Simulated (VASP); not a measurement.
# AlP (F-43m) in VASP: further runs, part 2 of 2

VASP 6.6.1. The steps go on from the part before.

### Step 5. Single point, PBE+D3(BJ)

Input file INCAR:

```
SYSTEM = AlP
PREC     = Accurate       ! precision mode
ENCUT    = 500            ! plane-wave cutoff, eV
EDIFF    = 1E-6           ! SCF threshold, eV
ISMEAR   = 0              ! smearing method
SIGMA    = 0.02           ! smearing width, eV
LREAL    = .FALSE.        ! projectors in reciprocal space
LASPH    = .TRUE.         ! aspherical terms in the spheres
NELM     = 120            ! most SCF steps
ALGO     = Normal         ! electronic algorithm
ISIF     = 2              ! what is computed and relaxed
LWAVE    = .FALSE.        ! write WAVECAR
LCHARG   = .FALSE.        ! write CHGCAR
GGA      = PE             ! functional
IVDW     = 12             ! dispersion correction
NBANDS   = 11             ! bands
GGA_COMPAT= .FALSE.
```

Input file KPOINTS:

```
regular mesh
0
G
  8 8 8
  0 0 0
```

Input file POSCAR:

```
AlP
1.0
    0.0000000000      2.7259875101      2.7259875101
    2.7259875101      0.0000000000      2.7259875101
    2.7259875101      2.7259875101      0.0000000000
Al P
1 1
Direct
    0.0000000000      0.0000000000      0.0000000000
    0.7500000000      0.7500000000      0.7500000000
```

Potentials or basis: VASP PAW PBE potentials, release 64 (Al, P).

Launch:

```bash
> cat potpaw_PBE.64/Al/POTCAR potpaw_PBE.64/P/POTCAR > POTCAR
> mpirun -np 1 vasp_std > vasp.out
```

OUTCAR:

```text
SYSTEM = AlP
   PREC = Accurate
   ENCUT = 500
   EDIFF = 1E-6
   ISMEAR = 0
   LREAL = .FALSE.
   LASPH = .TRUE.
   NELM = 120
   ISIF = 2
   GGA = PE
   IVDW = 12
 IVDW          = 12

 ion  position               nearest neighbor table
   1  0.000  0.000  0.000-   2 2.36   2 2.36   2 2.36   2 2.36
   2  0.750  0.750  0.750-   1 2.36   1 2.36   1 2.36   1 2.36

  LATTYP: Found a face centered cubic cell.
 ALAT       =     5.4519750202

  Lattice vectors:

 A1 = (   0.0000000000,   2.7259875101,   2.7259875101)
 A2 = (   2.7259875101,   0.0000000000,   2.7259875101)
 A3 = (   2.7259875101,   2.7259875101,   0.0000000000)

Analysis of symmetry for initial positions (statically):
=====================================================================
 Subroutine PRICEL returns:
 Original cell was already a primitive cell.

 Routine SETGRP: Setting up the symmetry group for a
 face centered cubic supercell.

 Subroutine GETGRP returns: Found 24 space group operations
 (whereof 24 operations were pure point group operations)
 out of a pool of 48 trial point group operations.

The static configuration has the point symmetry T_d .

Analysis of symmetry for dynamics (positions and initial velocities):
=====================================================================
 Subroutine PRICEL returns:
 Original cell was already a primitive cell.

 Routine SETGRP: Setting up the symmetry group for a
 face centered cubic supercell.

 Subroutine GETGRP returns: Found 24 space group operations
 (whereof 24 operations were pure point group operations)
 out of a pool of 48 trial point group operations.

The dynamic configuration has the point symmetry T_d .

 Subroutine INISYM returns: Found 24 space group operations
 (whereof 24 operations are pure point group operations),
 and found     1 'primitive' translations

----------------------------------------------------------------------------------------

[... 118 lines left out ...]
   LHFCALC =     F    Hartree Fock is set to
   AEXX    =    0.0000 exact exchange contribution
   IVDW    =    12    specifies the selected vdW correction
   LEPSILON=     F    determine dielectric tensor
   LRPA    =     F    only Hartree local field effects (RPA)
 non-spin polarized calculation
 Gauss-broadening in eV      SIGMA  =   0.02
  energy-cutoff  :      500.00
  volume of cell :       40.51
 maximum number of plane-waves:      1056
   NGX = 13   NGY = 13   NGZ = 13

 number of electron       8.0000000 magnetization

 Free energy of the ion-electron system (eV)
  ---------------------------------------------------
  ext. energy  EPLUGINS =         0.00000000
  ---------------------------------------------------
  free energy    TOTEN  =       -10.36712651 eV

  energy without entropy =      -10.36712651  energy(sigma->0) =      -10.36712651

 E-fermi :   4.7860     XC(G=0):  -9.2260

 val. band max:        4.6209591000   @ k =   0.0000   0.0000   0.0000
 cond. band min:       6.1914971272   @ k =   0.5000   0.5000   0.0000
 fundamental gap:      1.5705380272
 Fermi energy:         4.7859893773

 k-point     1 :       0.0000    0.0000    0.0000
  band No.  band energies     occupation
      1      -6.9098      2.00000
      2       4.6210      2.00000
      3       4.6210      2.00000
      4       4.6210      2.00000
      5       7.9647      0.00000
      6       9.1887      0.00000
      7       9.1887      0.00000
      8       9.1887      0.00000
      9      13.4608      0.00000
     10      13.4608      0.00000
     11      14.9430      0.00000
[... 309 lines left out ...]
 k-point    24 :      -0.3750    0.2500    0.1250
  band No.  band energies     occupation
      1      -4.9047      2.00000
      2      -0.5642      2.00000
      3       2.0168      2.00000
      4       3.1304      2.00000
      5       8.5777      0.00000
      6       9.1647      0.00000
      7      11.5296      0.00000
      8      12.3457      0.00000
      9      13.6462      0.00000
     10      16.1118      0.00000
     11      17.3944      0.00000

 [... further k-points ...]

------------------------ aborting loop because EDIFF is reached ----------------------------------------

 Edisp (eV)   -0.61910

 E8    (eV) :    -0.2563

  FORCE on cell =-STRESS in cart. coord.  units (eV):
  Direction    XX          YY          ZZ          XY          YZ          ZX
  --------------------------------------------------------------------------------------
  -------------------------------------------------------------------------------------
  Total      -0.02110    -0.02110    -0.02110     0.00000     0.00000    -0.00000
  in kB      -0.83428    -0.83428    -0.83428     0.00000     0.00000    -0.00000
  external pressure =       -0.83 kB  Pullay stress =        0.00 kB

 VOLUME and BASIS-vectors are now :
 -----------------------------------------------------------------------------
  energy-cutoff  :      500.00
  volume of cell :       40.51
      direct lattice vectors                 reciprocal lattice vectors
     0.000000000  2.725987510  2.725987510    -0.183419769  0.183419769  0.183419769
     2.725987510  0.000000000  2.725987510     0.183419769 -0.183419769  0.183419769
     2.725987510  2.725987510  0.000000000     0.183419769  0.183419769 -0.183419769

 POSITION                                       TOTAL-FORCE (eV/Angst)
 -----------------------------------------------------------------------------------
      0.00000      0.00000      0.00000        -0.000000     -0.000000      0.000000
      4.08898      4.08898      4.08898         0.000000      0.000000     -0.000000
 -----------------------------------------------------------------------------------
    total drift:                                0.000000      0.000000      0.000000

  FREE ENERGIE OF THE ION-ELECTRON SYSTEM (eV)
  ---------------------------------------------------
  free  energy   TOTEN  =       -10.9862297199 eV

  energy  without entropy=      -10.9862297199  energy(sigma->0) =      -10.98622972
```

It took 7.1 s on 1 thread of AMD EPYC 9R45 (Zen 5), shared host; peak memory 0.13 GiB.

What came out:

| Item | Value |
| --- | --- |
| Free energy | -10.9862 eV |
| Pressure | -0.1 GPa |
| Band gap on the k mesh | 1.57 eV, indirect (least direct gap 3.34 eV) |
| Dispersion energy per atom | -0.310 eV |

Levels at points of the mesh, in eV from the valence-band top:
```csv
k point,band 1,band 2,band 3,band 4,band 5,band 6,band 7,band 8,band 9
"(0.00, 0.00, 0.00)",-11.53,0.00,0.00,0.00,3.34,4.57,4.57,4.57,8.84
"(0.50, 0.00, 0.00)",-9.84,-5.55,-0.77,-0.77,2.83,4.82,4.82,8.29,11.55
"(0.50, 0.50, 0.00)",-9.17,-5.32,-2.11,-2.11,1.57,2.47,11.11,11.11,12.11
```

### Step 6. Overview

| task | cell | k mesh | cutoff (eV) | smearing | gap on the mesh (eV) | pressure (GPa) |
| --- | --- | --- | --- | --- | --- | --- |
| single point | as given | 8 × 8 × 8 | 520 | gaussian 0.02 eV | 1.57 | -0.1 |
| relaxation of cell and atoms | relaxed | 8 × 8 × 8 | 600 | gaussian 0.02 eV | 1.57 | 0.0 |
| single point | as given | 6 × 6 × 6 | 500 | gaussian 0.1 eV | 1.57 | 0.0 |
| single point | as given | 8 × 8 × 8 | 500 | gaussian 0.02 eV | 1.57 | -0.1 |

Alike in all rows: level PBE+D3(BJ); potentials or basis VASP PAW PBE potentials, release 64 (Al, P); no spin polarisation.

On the cell as given the gap runs from 1.57 eV (PBE+D3(BJ)) to 1.57 eV (PBE+D3(BJ)); the meshes differ, which moves gaps too.

Caveats: the relaxation stopped at its first step, so nothing moved (some runs).

Absolute energies hang on the potentials; compare differences alone.

### Step 7. Comparison with measurements

Step 2. Measured gap of AlP: 2.505 eV (indirect; 4.2 K; a printed reference work, data compilation). This calculation gives 1.57 eV (-0.93 eV). The value is that of PBE+D3(BJ) on a finite k mesh, which can miss the band edges, without temperature or zero-point motion. Semilocal functionals fall short of measured gaps as a rule.

Step 4. Measured gap of AlP: 2.505 eV (indirect; 4.2 K; a printed reference work, data compilation). This calculation gives 1.57 eV (-0.94 eV). The value is that of PBE+D3(BJ) on a finite k mesh, which can miss the band edges, without temperature or zero-point motion. Semilocal functionals fall short of measured gaps as a rule.

Step 5. Measured gap of AlP: 2.505 eV (indirect; 4.2 K; a printed reference work, data compilation). This calculation gives 1.57 eV (-0.93 eV). The value is that of PBE+D3(BJ) on a finite k mesh, which can miss the band edges, without temperature or zero-point motion. Semilocal functionals fall short of measured gaps as a rule.
